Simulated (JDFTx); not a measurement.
# Nb under changes of volume

One of the cells (18.428 Å³/atom); the others are scaled copies at fixed shape and fractional positions:

```xyz
1
Lattice="-1.6640 1.6640 1.6640 1.6640 -1.6640 1.6640 1.6640 1.6640 -1.6640" Properties=species:S:1:pos:R:3 pbc="T T T"
Nb    0.0000    0.0000    0.0000
```

| Property | Result |
| --- | --- |
| Program | JDFTx 1.7.0 (patched build) |
| Functional | PBEsol |
| Potentials or basis | PseudoDojo-SR-PBEsol-0.4.1-standard with smoothed tails |
| Cutoff | 1116 eV |
| Density cutoff | 4463 eV |
| k mesh | 11 × 11 × 11 |
| Occupations | fermi-dirac, width 0.05 eV |
| Spin | no spin polarisation |

| volume (Å³/atom) | energy over the lowest point (meV/atom) | pressure (GPa) |
| --- | --- | --- |
| 17.322 | 2.59 | 3.0 |
| 17.691 | 0.00 | -0.9 |
| 18.060 | ? | ? |
| 18.428 | 19.51 | -7.7 |
| 18.797 | 40.41 | -10.7 |
| 19.165 | 67.93 | -13.4 |
| 19.534 | 101.46 | -15.8 |

Question: What does the run at 18.060 Å³/atom give?

Answer: Energy over the lowest point 5.84 meV/atom; pressure -4.4 GPa.

Worked out: A Birch-Murnaghan fit of order 3 (a polynomial in V^(-2/3)) to the other rows has its minimum at 17.62 Å³/atom with B0 = V·E''(V) = 179 GPa and B' = 3.0. It gives 5.86 meV/atom at 18.060 Å³/atom, against the run's 5.84, and -dE/dV = -4.3 GPa, against -4.4.

Energies are extrapolated to zero smearing.
